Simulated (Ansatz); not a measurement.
## KI (rocksalt): gap against strain (biaxial in x and y, z held)

KI in the rocksalt structure, relaxed with r2SCAN in Ansatz, then strained (biaxial in x and y, z held; changes of length per length, axes as in the cell below) with the atoms relaxed again within the symmetry that is left. The symmetry is Fm-3m (No. 225, cubic); conventional cell a = 7.089 Å, 44.52 Å³ an atom. K has 6 I at 3.54 Å; I has 6 K at 3.54 Å. The values are computed, spin-unpolarised, and not measurements.

```xyz
2
Lattice="0.0000 3.5443 3.5443 3.5443 0.0000 3.5443 3.5443 3.5443 0.0000" Properties=species:S:1:pos:R:3 pbc="T T T"
K     0.0000    0.0000    0.0000
I     3.5443    3.5443    3.5443
```

Gaps are the least over each mesh (PBE 6×6×6, r2SCAN 6×6×6, HSE06 4×4×4 when unstrained) and the special points, which keep their unstrained names; stress is the change from the unstrained cell, compression positive.

```tsv
strain (%)	gap, PBE (eV)	gap, r2SCAN (eV)	gap, HSE06 (eV)	edges, HSE06	in-plane stress, r2SCAN (GPa)	energy rise, r2SCAN (meV/atom)
-3.03	4.084	4.740	5.095	Γ	+1.30	10.3
0.0	3.944	4.586	4.941	Γ	0.00	0.0
+1.42	3.880	4.514	4.871	Γ	-0.43	1.6
+2.67	3.826	4.455	4.811	Γ	-0.74	5.7
+4.62	3.745	4.368	4.722	Γ	-1.11	16.0
```

Between zero and the nearest strains the slope of the HSE06 gap against strain is -0.051 eV per percent for negative and -0.049 for positive strain.

Spin-orbit coupling is left out, which matters wherever the heavy atoms make up the band edges.

The meshes of the hybrids are coarse, so their gaps aren't converged to the digits shown.
